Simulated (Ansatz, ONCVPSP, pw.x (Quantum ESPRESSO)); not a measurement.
pw.x on sc Te: one setting changed

Potential: optimised norm-conserving Vanderbilt (ONCV), ONCVPSP 4.0.1, PBE; core [Kr] 4d10, reference 5s2 5p2; waves: 5s: rc 1.85 bohr, ncon 4, nbas 7, qcut 2.8 1/bohr, 2 projectors, debl 2.2 Ha; 5p: rc 2.05 bohr, ncon 5, nbas 8, qcut 4.4 1/bohr, 2 projectors, debl 1.1 Ha; d scattering state at 0.08 Ha: rc 2.25 bohr, ncon 4, nbas 7, qcut 5 1/bohr, 2 projectors, debl 1.7 Ha; local part: polynomial inside 1.85 bohr (lpopt 5, dvloc0 4 Ha); core correction: polynomial model core, fcfact 0.3. In the d channel the program set the typed energies aside and used 0.050, 1.750 Ha.

The reference run (k-mesh 10³, cutoffs 85/340 Ry, Fermi–Dirac 0.01 Ry, mixing_beta 0.4, conv_thr 1e-9, no spin) gives -0.27 GPa at 32.928 Å³/atom, where all-electron LAPW gives -0.11 GPa. This run, with its own iteration cap, changes k-mesh shift to 1.

```
&control
  calculation='scf', prefix='x', pseudo_dir='./', outdir='./tmp', tstress=.true., disk_io='none'
/
&system
  ibrav=0, nat=1, ntyp=1, ecutwfc=85, ecutrho=340, nbnd=10,
  occupations='smearing', smearing='fd', degauss=0.01
/
&electrons
  conv_thr=1e-09, mixing_beta=0.4, electron_maxstep=50
/
ATOMIC_SPECIES
Te 1.0 Te.UPF
CELL_PARAMETERS angstrom
  3.20519988 0.00000000 0.00000000
  0.00000000 3.20519988 0.00000000
  0.00000000 0.00000000 3.20519988
ATOMIC_POSITIONS crystal
Te 0.0000 0.0000 0.0000
K_POINTS automatic
10 10 10 1 1 1
```

```bash
pw.x < Te.scf.in > Te.scf.out
```

How does the run end?

It converges in 9 iterations; the free energy moves by +5.2 meV/atom and the pressure by -0.01 GPa.

```
Message from routine setup:
     using ibrav=0 with symmetry is DISCOURAGED, use correct ibrav instead
     lattice parameter (alat)  =       6.0569  a.u.
     unit-cell volume          =     222.2092 (a.u.)^3
     number of electrons       =         6.00
     number of Kohn-Sham states=           10
     kinetic-energy cutoff     =      85.0000  Ry
     charge density cutoff     =     340.0000  Ry
     scf convergence threshold =      1.0E-09
     Exchange-correlation= PBE
     number of k points=    35  Fermi-Dirac smearing, width (Ry)=  0.0100
     iteration #  1     ecut=    85.00 Ry     beta= 0.40
     total energy              =     -22.29220604 Ry
     estimated scf accuracy    <       0.24453657 Ry
     iteration #  2     ecut=    85.00 Ry     beta= 0.40
     total energy              =     -22.26640334 Ry
     estimated scf accuracy    <       0.05832583 Ry
     iteration #  3     ecut=    85.00 Ry     beta= 0.40
     total energy              =     -22.27444689 Ry
     estimated scf accuracy    <       0.00025591 Ry
     iteration #  4     ecut=    85.00 Ry     beta= 0.40
     c_bands:  1 eigenvalues not converged
     total energy              =     -22.27453485 Ry
     estimated scf accuracy    <       0.00020466 Ry
     iteration #  5     ecut=    85.00 Ry     beta= 0.40
     total energy              =     -22.27456573 Ry
     estimated scf accuracy    <       0.00001077 Ry
     iteration #  6     ecut=    85.00 Ry     beta= 0.40
     total energy              =     -22.27456732 Ry
     estimated scf accuracy    <       0.00000039 Ry
     iteration #  7     ecut=    85.00 Ry     beta= 0.40
     total energy              =     -22.27456738 Ry
     estimated scf accuracy    <       0.00000002 Ry
     iteration #  8     ecut=    85.00 Ry     beta= 0.40
     total energy              =     -22.27456738 Ry
     estimated scf accuracy    <          6.8E-09 Ry
     iteration #  9     ecut=    85.00 Ry     beta= 0.40
     the Fermi energy is     6.4817 ev
!    total energy              =     -22.27456738 Ry
     estimated scf accuracy    <          3.6E-11 Ry
     smearing contrib. (-TS)   =      -0.00261309 Ry
     The total energy is F=E-TS. E is the sum of the following terms:
     one-electron contribution =       3.80556600 Ry
     hartree contribution      =       0.89569845 Ry
     xc contribution           =     -10.10949854 Ry
     ewald contribution        =     -16.86372021 Ry
     convergence has been achieved in   9 iterations
          total   stress  (Ry/bohr**3)                   (kbar)     P=       -2.77
     Message from routine punch:
     Nothing written, as per user request (disk_io='none')
```

The run took about 12 s on one core of a shared host (Intel(R) Xeon(R) Platinum 8259CL CPU @ 2.50GHz, 96 threads, 755 GiB, load 22).
